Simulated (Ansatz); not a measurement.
## Pt: energy along a strain

Pt, Im-3m, a = 3.168 Å (as given, not relaxed at this level: -1.0 GPa). This isn't the element's structure at ambient conditions. Ansatz: PBE, PAW, 420 eV, Γ-centred 22×22×22 mesh on 1 atom, Gaussian smearing 0.15 eV; no spin polarisation. Cell vectors (Å): -1.584 1.584 1.584; 1.584 -1.584 1.584; 1.584 1.584 -1.584. The cell is strained by x per cent times the pattern (0 0 0 0 0 1) in the order xx yy zz yz xz xy (engineering shears), with fractional coordinates held. y is the free energy over the start, V0 = 15.904 Å³/atom. Symmetry makes y even in x.

| x (%) | y (meV/atom) |
| --- | --- |
| -2.00 | 2.96 |
| -1.00 | ? |
| 0.00 | 0.00 |
| 0.25 | 0.05 |
| 0.50 | 0.19 |
| 0.75 | 0.42 |
| 1.25 | 1.16 |
| 1.50 | 1.67 |
| 1.75 | 2.27 |

Question: Fit y = c2 x² + c4 x⁴ to the other rows, get the stiffness along the pattern, and predict the missing energy.

Answer: Least squares on the rows shown. y = 0.7455 x² − 0.001381 x⁴. The clamped-ion stiffness p·C·p = 2 × 7.455 eV × 160.2 / 15.904 Å³ = 150 GPa, which is C66 in these axes (C44 of the cubic crystal) (second derivative at the start, which stands under stress). At x = -1.00 the fit asked for gives 0.74 meV/atom. The run gave 0.74 meV/atom, the same to the digits shown.

Spin–orbit coupling is left out, which can shift energies with elements as heavy as these.

Cost: 9 runs of about 2.4 core-minutes in all, on Arm Neoverse V1 (shared hosts).